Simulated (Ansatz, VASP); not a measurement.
LiCl in VASP and in Ansatz

Contents of INCAR:

```
PREC = Accurate
ENCUT = 520
EDIFF = 1E-7
ISMEAR = -1
SIGMA = 0.05
LREAL = False
LASPH = True
NELM = 80
ALGO = Normal
ISIF = 2
LWAVE = False
LCHARG = False
GGA = PE
NBANDS = 12
```

File KPOINTS:

```
Automatic mesh
0
Gamma
  9 9 9
```

Contents of POSCAR:

```
LiCl
1.0
    0.0000000000      2.5817557268      2.5817557268
    2.5817557268      0.0000000000      2.5817557268
    2.5817557268      2.5817557268      0.0000000000
Cl Li
1 1
Direct
    0.5000000000      0.5000000000      0.5000000000
    0.0000000000      0.0000000000      0.0000000000
```

Contents of input.yaml:

```yaml
crystal:
  lattice:
    - [0.0, 2.5817557268, 2.5817557268]
    - [2.5817557268, 0.0, 2.5817557268]
    - [2.5817557268, 2.5817557268, 0.0]
  atoms:
    - { symbol: Cl, position: [0.5, 0.5, 0.5] }
    - { symbol: Li, position: [0.0, 0.0, 0.0] }
hamiltonian:
  xc: pbe
  pseudopotentials: { kind: paw }
kpoints:
  mp_grid: { grid: [9, 9, 9] }
scf:
  occupations: { method: fermi_dirac, width: 0.05 }
output:
  forces: true
  stress: true
  eigenvalues: true
```

Change from the starting cell: volume scaled by 1.02.

Alike in both runs: task single point; functional PBE; k mesh 9 × 9 × 9; occupations fermi-dirac, width 0.05 eV; no spin polarisation.

```csv
,VASP,Ansatz
version,VASP 6.6.1,Ansatz 0.2.0
potentials or method,"VASP PAW PBE potentials, release 64 (Cl, Li_sv)",Ansatz PAW
plane-wave cutoff (eV),520,420
valence electrons in the cell,10,10
```

```csv
,VASP,Ansatz,Ansatz less VASP
gap on the k mesh at the Fermi level (eV),6.23,6.22,-0.011
least direct gap on the mesh (eV),6.23,6.22,-0.011
```

The functional is the same, so the differences come from potentials, cutoffs and numerics.

Caveats: an odd mesh through Γ misses points on the zone boundary, where band edges often lie (VASP); odd divisions of the mesh miss points on the zone boundary, where band edges often lie, so the gap on the mesh can be too wide (Ansatz).
